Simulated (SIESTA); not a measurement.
**ZrO2 under changes of volume**

One of the cells (11.381 Å³/atom); the others are scaled copies at fixed shape and fractional positions:

```xyz
6
Lattice="3.6199 0.0000 0.0000 0.0000 3.6199 0.0000 0.0000 0.0000 5.2113" Properties=species:S:1:pos:R:3 pbc="T T T"
Zr    1.8100    1.8100    2.6056
Zr    0.0000    0.0000    0.0000
O     1.8100    0.0000    4.1534
O     1.8100    0.0000    1.5478
O     0.0000    1.8100    3.6635
O     0.0000    1.8100    1.0579
```

| Quantity | Value |
| --- | --- |
| Program | SIESTA 5.4.2 |
| Functional | PBE |
| Potentials or basis | PseudoDojo 0.4 standard (PBE files) |
| Basis | DZP (energy shift 0.003 Ry; two zetas on semicore shells) |
| Grid cutoff | 800 Ry |
| Energy shift | 0.003 Ry |
| k mesh | 7 × 7 × 5 |
| Occupations | fermi-dirac, width 0.05 eV |
| Spin | no spin polarisation |

```tsv
volume (Å³/atom)	energy over the lowest point (meV/atom)	pressure (GPa)	gap on the mesh (eV)	largest force (eV/Å)
10.489	?	?	?	?
10.712	64.21	23.1	3.94	0.452
10.935	36.47	16.9	3.89	0.338
11.381	5.09	6.0	3.77	0.145
11.604	0.00	1.4	3.71	0.053
11.828	1.09	-2.9	3.64	0.031
```

**Question.** What does the run at 10.489 Å³/atom give?

**Answer.** Energy over the lowest point 101.18 meV/atom; pressure 30.1 GPa; gap on the mesh 3.99 eV; largest force 0.564 eV/Å.

Worked out: A Birch-Murnaghan fit of order 3 (a polynomial in V^(-2/3)) to the other rows has its minimum at 11.67 Å³/atom with B0 = V·E''(V) = 226 GPa and B' = 4.1 at fixed shape and positions, which overstates the stiffness. It gives 101.12 meV/atom at 10.489 Å³/atom, against the run's 101.18, and -dE/dV = 30.0 GPa, against 30.1. A straight line through the other rows of the gap, of slope -3.02 eV per unit of ln V, extrapolates to 4.01 eV, against the run's 3.99.

Energies are extrapolated to zero smearing.

Caveats: an odd mesh through Γ misses points on the zone boundary, where band edges often lie; the basis of atomic orbitals isn't converged, which shifts pressures, moduli and gaps. Spin-orbit coupling on Zr is left out.
